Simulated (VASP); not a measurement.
A run of VASP 6.6.1 is set up as follows.

INCAR

```
SYSTEM = KF
PREC = Accurate
ENCUT = 520
EDIFF = 1E-6
ISMEAR = 0
SIGMA = 0.05
LREAL = .FALSE.
LASPH = .TRUE.
NELM = 100
ALGO = Normal
ISIF = 2
LWAVE = .FALSE.
LCHARG = .TRUE.
LELF = .TRUE.
LVHAR = .TRUE.
NBANDS = 15
```

Contents of KPOINTS:

```
Automatic mesh
0
G
  8 8 8
  0 0 0
```

Contents of POSCAR:

```
KF
1.0
    0.1391757426      2.6393387838      2.6393387838
    2.6393387838      0.1391757426      2.6393387838
    2.6393387838      2.6393387838      0.1391757426
K F
1 1
Direct
    0.0000000000      0.0000000000      0.0000000000
    0.5000000000      0.5000000000      0.5000000000
```

Potentials or basis: VASP PAW LDA potentials, release 64 (K_sv, F).

The run is started by

```console
$ cat potpaw_LDA.64/K_sv/POTCAR potpaw_LDA.64/F/POTCAR > POTCAR
$ mpirun -np 1 vasp_std > vasp.out
```

**Question.** Predict the band gap on the k mesh.

**Answer.** 6.38 eV, direct.

**Question.** What does it give for the pressure?

**Answer.** 0.8 GPa.

Stress tensor (GPa, compression positive):
```
 0.79 -0.83 -0.83
-0.83  0.79 -0.83
-0.83 -0.83  0.79
```

A k mesh can miss the band edges.
